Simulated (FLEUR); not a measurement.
# CdS (Greenockite) (P6_3mc) in FLEUR: further runs

Aim: see how the results for CdS (Greenockite) move with the level of theory and the settings. Levels: LDA (von Barth-Hedin), PBE. Tasks: band structure, equation of state.

Everything below comes from runs of FLEUR MaX-R8.1 (later development tree). Logs are shortened: lines on timing, memory, paths and dates and some standing lists are left out, and cuts for length are marked.

**What was measured.**

From “Isotope dependence of band-gap energy”, 2008, arxiv:0807.2152, for a bulk crystal of CdS: band gap 2.5809 ± 0.0002 eV.

The runs below are set against these values where they give the same quantity.

## 1. The structure

The structure is hexagonal, space group P6_3mc (No. 186). Conventional cell: a = 4.150 Å, b = 4.150 Å, c = 6.737 Å, α = 90.00°, β = 90.00°, γ = 120.00°. Around Cd (site symmetry 3m) lie 4 S at 2.53 to 2.54 Å. S (site symmetry 3m) is surrounded by 4 Cd at 2.53 to 2.54 Å.

## 2. Band structure, LDA (von Barth-Hedin)

inp.xml

```xml
<?xml version="1.0" encoding="UTF-8" standalone="no"?>
<fleurInput fleurInputVersion="0.39">
   <comment>
      CdS                                                                                                 
   </comment>
   <calculationSetup>
      <cutoffs Kmax="5.16" Gmax="16.0" GmaxXC="16.0" numbands="0"/>
      <scfLoop itmax="60" minDistance="0.00001" maxIterBroyd="15" imix="Anderson" alpha="0.05" precondParam="0.0" spinf="2.0" sdNocoIR="T"/>
      <coreElectrons ctail="T" frcor="F" kcrel="0" coretail_lmax="0"/>
      <xcFunctional name="bh" relativisticCorrections="F"/>
      <magnetism jspins="1"/>
      <soc l_soc="F" theta="0.0" phi="0.0" spav="F"/>
      <expertModes spex="0" secvar="F"/>
      <geometryOptimization l_f="F" forcealpha="1.0" forcemix="BFGS" epsdisp="0.00001" epsforce="0.00001"/>
      <ldaU l_linMix="F" mixParam="0.05" spinf="1.0"/>
   </calculationSetup>
   <cell>
      <bzIntegration valenceElectrons="52.0" mode="hist" fermiSmearingEnergy="0.00183747">
         <kPointListSelection listName="default-1"/>
         <!-- k-points included here -->
         <xi:include xmlns:xi="http://www.w3.org/2001/XInclude" href="kpts.xml"> </xi:include>
      </bzIntegration>
      <!-- symmetry operations included here -->
      <xi:include xmlns:xi="http://www.w3.org/2001/XInclude" href="sym.xml"> </xi:include>
[... 33 lines left out ...]
         <lo type="SCLO" l="0" n="3" eDeriv="2"/>
         <lo type="SCLO" l="1" n="3" eDeriv="2"/>
         <lo type="SCLO" l="2" n="3" eDeriv="2"/>
         <lo type="SCLO" l="3" n="4" eDeriv="2"/>
      </species>
   </atomSpecies>
   <atomGroups>
      <atomGroup species="Cadmium (Cd)">
         <relPos label="                   1">-1.000/3.000 1.000/3.000 1.000/2.000</relPos>
         <relPos label="                   2">1.000/3.000 -1.000/3.000 .0000000000</relPos>
         <force calculate="T" relaxXYZ="TTT"/>
      </atomGroup>
      <atomGroup species="Sulfur (S)">
         <relPos label="                   3">-1.000/3.000 1.000/3.000 -1.000/8.000</relPos>
         <relPos label="                   4">1.000/3.000 -1.000/3.000 3.000/8.000</relPos>
         <force calculate="T" relaxXYZ="TTT"/>
      </atomGroup>
   </atomGroups>
   <output dos="F" band="F" slice="F">
      <checks vchk="F" cdinf="F"/>
      <bandDOS minEnergy="-.5*Htr" maxEnergy="0.5*Htr" sigma="0.015" storeEVData="T"/>
      <vacuumDOS vacdos="F" integ="F" star="F" nstars="0" locx1="0.0" locy1="0.0" locx2="0.0" locy2="0.0" nstm="0" tworkf="0.0"/>
      <unfoldingBand unfoldBand="F" supercellX="1" supercellY="1" supercellZ="1"/>
      <plotting iplot="0" polar="F">
         <plot TwoD="T" vec1="  1.0  0.0  0.0" vec2="  0.0  1.0  0.0" vec3="  0.0  0.0  1.0" zero="  0.0  0.0  0.0" file="plot"/>
      </plotting>
      <chargeDensitySlicing numkpt="0" minEigenval="0.0" maxEigenval="0.0" nnne="0" pallst="F"/>
      <specialOutput eonly="F"/>
      <moessbauerParams electricFieldGradient="T" isomerShift="T" coreHyperfine="T" valenceHyperfine="T"/>
      <magneticCircularDichroism mcd="F" energyLo="-10.0" energyUp="0.0"/>
   </output>
  <!-- We include the file relax.xml here to enable relaxations (see documentation) -->
  <xi:include xmlns:xi="http://www.w3.org/2001/XInclude" href="relax.xml"> <xi:fallback/> </xi:include>
</fleurInput>
```

crystal.txt

```
CdS
&input cartesian=F /
4.1500000000  0.0000000000  0.0000000000
-2.0750000000  3.5940054257  0.0000000000
0.0000000000  0.0000000000  6.7370000000
1.8897261246
1.0 1.0 1.0

4
48 0.6666666666  0.3333333332  0.5000000000
48 0.3333333332  0.6666666666  0.0000000000
16 0.6666666666  0.3333333332  0.8750000000
16 0.3333333332  0.6666666666  0.3750000000

&kpt div1=7 div2=7 div3=4 gamma=T /
```

inp.xml (bands)

```
<?xml version="1.0" encoding="UTF-8" standalone="no"?>
<fleurInput fleurInputVersion="0.39">
   <comment>
      CdS                                                                                                 
   </comment>
   <calculationSetup>
      <cutoffs Kmax="5.16" Gmax="16.0" GmaxXC="16.0" numbands="0"/>
      <scfLoop itmax="60" minDistance="0.00001" maxIterBroyd="15" imix="Anderson" alpha="0.05" precondParam="0.0" spinf="2.0" sdNocoIR="T"/>
      <coreElectrons ctail="T" frcor="F" kcrel="0" coretail_lmax="0"/>
      <xcFunctional name="bh" relativisticCorrections="F"/>
      <magnetism jspins="1"/>
      <soc l_soc="F" theta="0.0" phi="0.0" spav="F"/>
      <expertModes spex="0" secvar="F"/>
      <geometryOptimization l_f="F" forcealpha="1.0" forcemix="BFGS" epsdisp="0.00001" epsforce="0.00001"/>
      <ldaU l_linMix="F" mixParam="0.05" spinf="1.0"/>
   </calculationSetup>
   <cell>
      <bzIntegration valenceElectrons="52.0" mode="hist" fermiSmearingEnergy="0.00183747">
         <kPointListSelection listName="path-1"/>
         <!-- k-points included here -->
         <xi:include xmlns:xi="http://www.w3.org/2001/XInclude" href="kpts.xml"> </xi:include>
      </bzIntegration>
      <!-- symmetry operations included here -->
      <xi:include xmlns:xi="http://www.w3.org/2001/XInclude" href="sym.xml"> </xi:include>
[... 33 lines left out ...]
         <lo type="SCLO" l="0" n="3" eDeriv="2"/>
         <lo type="SCLO" l="1" n="3" eDeriv="2"/>
         <lo type="SCLO" l="2" n="3" eDeriv="2"/>
         <lo type="SCLO" l="3" n="4" eDeriv="2"/>
      </species>
   </atomSpecies>
   <atomGroups>
      <atomGroup species="Cadmium (Cd)">
         <relPos label="                   1">-1.000/3.000 1.000/3.000 1.000/2.000</relPos>
         <relPos label="                   2">1.000/3.000 -1.000/3.000 .0000000000</relPos>
         <force calculate="T" relaxXYZ="TTT"/>
      </atomGroup>
      <atomGroup species="Sulfur (S)">
         <relPos label="                   3">-1.000/3.000 1.000/3.000 -1.000/8.000</relPos>
         <relPos label="                   4">1.000/3.000 -1.000/3.000 3.000/8.000</relPos>
         <force calculate="T" relaxXYZ="TTT"/>
      </atomGroup>
   </atomGroups>
   <output dos="F" band="T" slice="F">
      <checks vchk="F" cdinf="F"/>
      <bandDOS minEnergy="-.5*Htr" maxEnergy="0.5*Htr" sigma="0.015" storeEVData="T"/>
      <vacuumDOS vacdos="F" integ="F" star="F" nstars="0" locx1="0.0" locy1="0.0" locx2="0.0" locy2="0.0" nstm="0" tworkf="0.0"/>
      <unfoldingBand unfoldBand="F" supercellX="1" supercellY="1" supercellZ="1"/>
      <plotting iplot="0" polar="F">
         <plot TwoD="T" vec1="  1.0  0.0  0.0" vec2="  0.0  1.0  0.0" vec3="  0.0  0.0  1.0" zero="  0.0  0.0  0.0" file="plot"/>
      </plotting>
      <chargeDensitySlicing numkpt="0" minEigenval="0.0" maxEigenval="0.0" nnne="0" pallst="F"/>
      <specialOutput eonly="F"/>
      <moessbauerParams electricFieldGradient="T" isomerShift="T" coreHyperfine="T" valenceHyperfine="T"/>
      <magneticCircularDichroism mcd="F" energyLo="-10.0" energyUp="0.0"/>
   </output>
  <!-- We include the file relax.xml here to enable relaxations (see documentation) -->
  <xi:include xmlns:xi="http://www.w3.org/2001/XInclude" href="relax.xml"> <xi:fallback/> </xi:include>
</fleurInput>
```

Potentials or basis: all-electron, FLAPW.

The run is started by

```bash
> inpgen -f crystal.txt -profile fastHighL
> # inp.xml edited to the form shown
> fleur_MPI
> fleur_MPI   # second run, on inp.xml (bands)
```

Log:

```text
Welcome to FLEUR        (www.flapw.de)
      MaX-Release 8.1          (www.max-centre.eu)

 ========== k-point set info ==========
 Selected k-point list: default-1
 k-point list type: mesh
 7 x 7 x 4
 Number of k points: 24

 ------------Calculation Setup---------------------------
 Number of MPI-tasks      :            1
 Number of PE/node        :            1
 Number of OMP-threads    :            1
 Most efficient MPI parallelization for:
           1           2           3           4           6           8          12          24
 Additional eigenvalue parallelization possible
 Number of basis functions:         1733
 Approximate size of matrices (H+S) per k-point:         0.090 GB
 --------------------------------------------------------
 Iteration:     1   Distance:       7.76773950 me/bohr^3
 Iteration:     2   Distance:       6.92812362 me/bohr^3
 Iteration:     3   Distance:       3.69885090 me/bohr^3
 Iteration:     4   Distance:       1.44033284 me/bohr^3
 Iteration:     5   Distance:       0.97363771 me/bohr^3
 Iteration:     6   Distance:       0.26722477 me/bohr^3
 Iteration:     7   Distance:       0.22646549 me/bohr^3
 Iteration:     8   Distance:       0.03074797 me/bohr^3
 Iteration:     9   Distance:       0.00481602 me/bohr^3
 Iteration:    10   Distance:       0.00271701 me/bohr^3
 Iteration:    11   Distance:       0.00049202 me/bohr^3
 Iteration:    12   Distance:       0.00033305 me/bohr^3
 Iteration:    13   Distance:       0.00016410 me/bohr^3
 Iteration:    14   Distance:       0.00001090 me/bohr^3
 Iteration:    15   Distance:       0.00000937 me/bohr^3

 ********************************************************************
 Run finished successfully
 Stop message:
   all done
 ********************************************************************
```

output (bands):

```text
Welcome to FLEUR        (www.flapw.de)
      MaX-Release 8.1          (www.max-centre.eu)

 ========== k-point set info ==========
 Selected k-point list: path-1
 k-point list type: path
 Number of k points: 60

 ------------Calculation Setup---------------------------
 Number of MPI-tasks      :            1
 Number of PE/node        :            1
 Number of OMP-threads    :            1
 Most efficient MPI parallelization for:
           1           2           3           4           5           6          10          12          15          20          30          60
 Additional eigenvalue parallelization possible
 Number of basis functions:         1737
 Approximate size of matrices (H+S) per k-point:         0.090 GB
 --------------------------------------------------------
 Fermi energy correction for insulators:
 No automatic correction of the Fermi energy has been performed.

 Note: Band structure data (together with different weights) is also stored in the banddos.hdf file.
       A convenient way of extracting and plotting the data from that file is by making use of the

 ********************************************************************
 Run finished successfully
 Stop message:
   Charge density postprocessing done.
 ********************************************************************
```

out.xml (last iteration):

```text
<iteration numberForCurrentRun="   15" overallNumber="   15">
         <energyParameters units="Htr">
            <atomicEP atomType="1" spin="1" branch="5s" branchLowest="-3.59" branchHighest="1.13" value="0.0141875596"/>
            <atomicEP atomType="1" spin="1" branch="5p" branchLowest="-2.15" branchHighest="1.78" value="0.1780116991"/>
            <atomicEP atomType="1" spin="1" branch="4d" branchLowest="-14.16" branchHighest="-0.04" value="-0.1342689735"/>
            <atomicEP atomType="1" spin="1" branch="4f" branchLowest="-9.99" branchHighest="2.04" value="0.4959151533"/>
            <loAtomicEP atomType="1" spin="1" branch="4s" branchLowest="-26.61" branchHighest="-3.59" value="-3.5890044800"/>
            <loAtomicEP atomType="1" spin="1" branch="4p" branchLowest="-21.76" branchHighest="-2.15" value="-2.1676798570"/>
            <loAtomicEP atomType="1" spin="1" branch="4p" branchLowest="-21.76" branchHighest="-2.15" value="-2.1676798570"/>
            <loAtomicEP atomType="1" spin="1" branch="4d" branchLowest="-14.16" branchHighest="-0.04" value="-0.1426939526"/>
            <loAtomicEP atomType="1" spin="1" branch="4f" branchLowest="-9.99" branchHighest="2.04" value="0.4959170296"/>
            <atomicEP atomType="2" spin="1" branch="3s" branchLowest="-7.35" branchHighest="0.80" value="-0.3788463737"/>
            <atomicEP atomType="2" spin="1" branch="3p" branchLowest="-5.36" branchHighest="1.38" value="-0.1052434536"/>
            <atomicEP atomType="2" spin="1" branch="3d" branchLowest="-9.99" branchHighest="1.99" value="0.1278856500"/>
            <atomicEP atomType="2" spin="1" branch="4f" branchLowest="-9.99" branchHighest="4.88" value="0.2956637961"/>
            <loAtomicEP atomType="2" spin="1" branch="3s" branchLowest="-7.35" branchHighest="0.80" value="-0.3788463737"/>
            <loAtomicEP atomType="2" spin="1" branch="3p" branchLowest="-5.36" branchHighest="1.38" value="-0.1056753102"/>
            <loAtomicEP atomType="2" spin="1" branch="3d" branchLowest="-9.99" branchHighest="1.99" value="0.1278847434"/>
            <loAtomicEP atomType="2" spin="1" branch="4f" branchLowest="-9.99" branchHighest="4.88" value="0.2956685682"/>
         </energyParameters>
         <eigenvalues>
            <eigenvaluesAt spin="1" ikpt="1" k_x="0.00000000" k_y="0.00000000" k_z="0.00000000">
                      -3.5890021262       -3.5890015829       -2.1614677035       -2.1614677035       -2.1614635864
                      -2.1614635864       -2.1614633221       -2.1614408109       -0.3268342034       -0.3105183806
                      -0.1582810066       -0.1574289266       -0.1574289266       -0.1542827880       -0.1542827880
                      -0.1426887227       -0.1426887227       -0.1393224858       -0.1393224858       -0.1269549176
                      -0.0382218040        0.0965877061        0.0965877061        0.1232866726        0.1249951456
                       0.1249951456        0.1588918462        0.2186311744        0.3555547766        0.3555547766
                       0.3676050968        0.3967797572        0.3967797572        0.3981766731        0.4825117019
                       0.4825117019        0.5013982709        0.5433683747        0.5433683747        0.5525418728
            </eigenvaluesAt>
            <eigenvaluesAt spin="1" ikpt="2" k_x="0.00000000" k_y="0.00000000" k_z="0.25000000">
                      -3.5890020469       -3.5890016627       -2.1614671029       -2.1614671029       -2.1614641912
                      -2.1614641912       -2.1614600305       -2.1614441121       -0.3243930906       -0.3128159432
[... 57 lines left out ...]
            <spinDependentCharge spin="1" total="128.0000000" interstitial="7.8695554" mtSpheres="120.1304446"/>
            <totalCharge value="127.9999999948"/>
         </allElectronCharges>
         <moessbauerParams unitsHFF="kG" unitsIS="e/bohr^3" unitsEFG="Htr/bohr^2">
            <coreIsomerShift atomType="1" isTotal="160874.37099">
               <shell n="1" l="0" isomerShift="141071.54058"/>
               <shell n="2" l="0" isomerShift="16272.05513"/>
               <shell n="2" l="1" isomerShift="357.21129"/>
               <shell n="3" l="0" isomerShift="3100.35627"/>
               <shell n="3" l="1" isomerShift="73.20770"/>
               <shell n="3" l="2" isomerShift="0.00001"/>
            </coreIsomerShift>
            <coreIsomerShift atomType="2" isTotal="2907.48293">
               <shell n="1" l="0" isomerShift="2701.21989"/>
               <shell n="2" l="0" isomerShift="205.90398"/>
               <shell n="2" l="1" isomerShift="0.35906"/>
            </coreIsomerShift>
            <isomerShift atomType="1" nucleusRadius="0.0001140" averageDensity="161505.71220"/>
            <isomerShift atomType="2" nucleusRadius="0.0000750" averageDensity="2926.60431"/>
            <electricFieldGradient atomType="1" VXX="0.02083" VYY="0.02083" VZZ="-0.04166" asymParam="0.00000">
            </electricFieldGradient>
            <electricFieldGradient atomType="2" VXX="-0.00506" VYY="-0.00506" VZZ="0.01012" asymParam="0.00000">
            </electricFieldGradient>
         </moessbauerParams>
         <totalEnergy                                    value="   -11980.2637939398" units="Htr">
            <sumOfEigenvalues                            value="    -7161.7051983495">
               <coreElectrons value="-7117.8646856261"/>
               <valenceElectrons value="-43.8405127234"/>
            </sumOfEigenvalues>
            <densityCoulombPotentialIntegral value="-19217.5364535285"/>
            <densityEffectivePotentialIntegral value="-19681.0722196460"/>
            <chargeDenXCDenIntegral value="-350.3163332054"/>
            <FockExchangeEnergyValence value="0.0000000000"/>
            <FockExchangeEnergyCore value="0.0000000000"/>
            <atomTypeDependentContributions atomType="1">
               <electronNucleiInteractionDifferentMTs value="13547.5586833547"/>
               <MadelungTerm value="-36.4422437484"/>
            </atomTypeDependentContributions>
            <atomTypeDependentContributions atomType="2">
               <electronNucleiInteractionDifferentMTs value="935.3496888840"/>
               <MadelungTerm value="-21.1956392795"/>
            </atomTypeDependentContributions>
            <tkbTimesEntropy value="0.0000000000"/>
            <freeEnergy value="-11980.2637939398"/>
            <extrapolationTo0K value="-11980.2637939398"/>
         </totalEnergy>
         <densityConvergence units="me/bohr^3">
            <chargeDensity spin="1" distance="0.0000093697"/>
         </densityConvergence>
      </iteration>
```

Wall time 28 min (1 thread of Arm Neoverse V2, shared host); peak memory 0.23 GiB.

What came out:

* Free energy: -325999.5854 eV
* Band gap on the k mesh: 0.92 eV, direct
* Band gap along the path: 0.92 eV, direct
* Valence electrons inside the program's atomic spheres: Cd 18.53; S 3.53 (radii Cd 2.53, S 1.9 bohr)

Levels at the corners of the path, in eV from the valence-band top:
```
point  band 23  band 24  band 25  band 26  band 27  band 28  band 29  band 30
    Γ    -0.77    -0.05     0.00     0.00     0.92     2.55     6.27     6.27
    M    -2.68    -1.89    -1.32    -0.74     3.49     3.67     4.92     6.17
    K    -3.12    -1.88    -1.88    -1.63     4.44     4.90     4.90     6.92
    Γ    -0.77    -0.05     0.00     0.00     0.92     2.55     6.27     6.27
    A    -0.40    -0.40    -0.40    -0.40     2.61     2.61     5.96     5.96
    L    -1.35    -1.35    -1.34    -1.34     3.25     3.25     5.20     5.20
    H    -2.44    -2.44    -1.13    -1.13     4.18     4.18     5.88     5.88
    A    -0.40    -0.40    -0.40    -0.40     2.61     2.61     5.96     5.96
    L    -1.35    -1.35    -1.34    -1.34     3.25     3.25     5.20     5.20
    M    -2.68    -1.89    -1.32    -0.74     3.49     3.67     4.92     6.17
    K    -3.12    -1.88    -1.88    -1.63     4.44     4.90     4.90     6.92
    H    -2.44    -2.44    -1.13    -1.13     4.18     4.18     5.88     5.88
```

Core levels (eV from the Fermi level):
```tsv
atom	levels
1 Cd	1s1/2 -26472.7, 2s1/2 -3926.0, 2p1/2 -3656.7, 2p3/2 -3464.6, 3s1/2 -727.4, 3p1/2 -619.4, 3p3/2 -585.0, 3d3/2 -393.1, 3d5/2 -386.1
2 Cd	1s1/2 -26472.7, 2s1/2 -3926.0, 2p1/2 -3656.7, 2p3/2 -3464.6, 3s1/2 -727.4, 3p1/2 -619.4, 3p3/2 -585.0, 3d3/2 -393.1, 3d5/2 -386.1
3 S	1s1/2 -2389.5, 2s1/2 -203.5, 2p1/2 -150.0, 2p3/2 -148.8
4 S	1s1/2 -2389.5, 2s1/2 -203.5, 2p1/2 -150.0, 2p3/2 -148.8
```

## 3. Equation of state, LDA (von Barth-Hedin), 23.61 Å³/atom (volume scaled by 0.94)

Changes to inp.xml since step 2:

```diff
@@ -6,3 +6,3 @@
    <calculationSetup>
-      <cutoffs Kmax="5.16" Gmax="16.0" GmaxXC="16.0" numbands="0"/>
+      <cutoffs Kmax="5.33" Gmax="16.5" GmaxXC="16.5" numbands="0"/>
       <scfLoop itmax="60" minDistance="0.00001" maxIterBroyd="15" imix="Anderson" alpha="0.05" precondParam="0.0" spinf="2.0" sdNocoIR="T"/>
@@ -24,3 +24,3 @@
       <xi:include xmlns:xi="http://www.w3.org/2001/XInclude" href="sym.xml"> </xi:include>
-      <bulkLattice scale="1.0">
+      <bulkLattice scale="0.9795861087">
          <bravaisMatrix>
@@ -34,3 +34,3 @@
       <species name="Cadmium (Cd)" element="Cd" atomicNumber="48">
-         <mtSphere radius="2.53" gridPoints="837" logIncrement="0.015"/>
+         <mtSphere radius="2.45" gridPoints="837" logIncrement="0.015"/>
          <atomicCutoffs lmax="10" lnonsphr="10"/>
@@ -48,3 +48,3 @@
       <species name="Sulfur (S)" element="S" atomicNumber="16">
-         <mtSphere radius="1.9" gridPoints="629" logIncrement="0.018"/>
+         <mtSphere radius="1.84" gridPoints="629" logIncrement="0.018"/>
          <atomicCutoffs lmax="8" lnonsphr="8"/>
```

Potentials or basis: all-electron, FLAPW.

The run is started by

```bash
> inpgen -f crystal.txt -profile fastHighL
> # inp.xml edited to the form shown
> fleur_MPI
```

Run time: 23 min. Hardware: 1 thread of Arm Neoverse V2, shared host; peak memory 0.24 GiB.

The run converged. Its results:

```
Free energy                                           : -325999.6509 eV
Band gap on the k mesh                                : 1.06 eV, direct
Valence electrons inside the program's atomic spheres : Cd 18.41; S 3.35 (radii Cd 2.45, S 1.84 bohr)
```

(Part 1 of 2 ends here.)
